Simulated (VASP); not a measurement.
The system is C.

```
CELL_PARAMETERS angstrom
2.52210 0.00000 0.00000
-1.26105 2.18420 0.00000
0.00000 0.00000 8.23710
ATOMIC_POSITIONS crystal
C 0.66667 0.33333 0.84375
C 0.33333 0.66667 0.34375
C 0.66667 0.33333 0.65625
C 0.33333 0.66667 0.15625
C 0.00000 0.00000 0.90625
C 0.00000 0.00000 0.40625
C 0.00000 0.00000 0.59375
C 0.00000 0.00000 0.09375
```

This is a hexagonal form of diamond, not graphite.

| Property | Result |
| --- | --- |
| Program | VASP 6.6.1 |
| Task | relaxation of cell and atoms |
| Functional | revPBE |
| Potentials or basis | VASP PAW PBE potentials, release 64 (C) |
| Cutoff | 600 eV |
| k mesh | 12 × 12 × 4 |
| Occupations | fermi-dirac, width 0.05 eV |
| Spin | no spin polarisation |

At the start: pressure 6.7 GPa; volume 5.67 Å³/atom.

Problem. Where does the relaxation end?

Solution. Over 6 steps the energy falls by 4.1 meV/atom and the volume is 5.76 Å³/atom (+1.5 %); space group P6_3/mmc (No. 194, to 0.05 Å).

The path:
| step | energy change (eV) | largest force (eV/Å) | pressure (GPa) | volume (Å³) |
| --- | --- | --- | --- | --- |
| 1 | 0.0000 | 0.3269 | 6.73 | 45.38 |
| 2 | 0.0178 | 0.4613 | -7.44 | 46.95 |
| 3 | -0.0328 | 0.0492 | 0.13 | 46.06 |
| 4 | -0.0328 | 0.0425 | 0.26 | 46.05 |
| 5 | -0.0329 | 0.0435 | -0.23 | 46.10 |
| 6 | -0.0330 | 0.0028 | 0.00 | 46.07 |

Final structure:
```
C
1.0
     2.52691    0.00000    0.00000
    -1.26346    2.18837    0.00000
     0.00000    0.00000    8.33190
C
8
Direct
  0.66667 0.33333 0.84446
  0.33333 0.66667 0.34446
  0.66667 0.33333 0.65554
  0.33333 0.66667 0.15554
  0.00000 0.00000 0.90701
  0.00000 0.00000 0.40701
  0.00000 0.00000 0.59299
  0.00000 0.00000 0.09299
```

Caveat: the PAW data sets were made with another functional, which shifts forces and pressure a little.
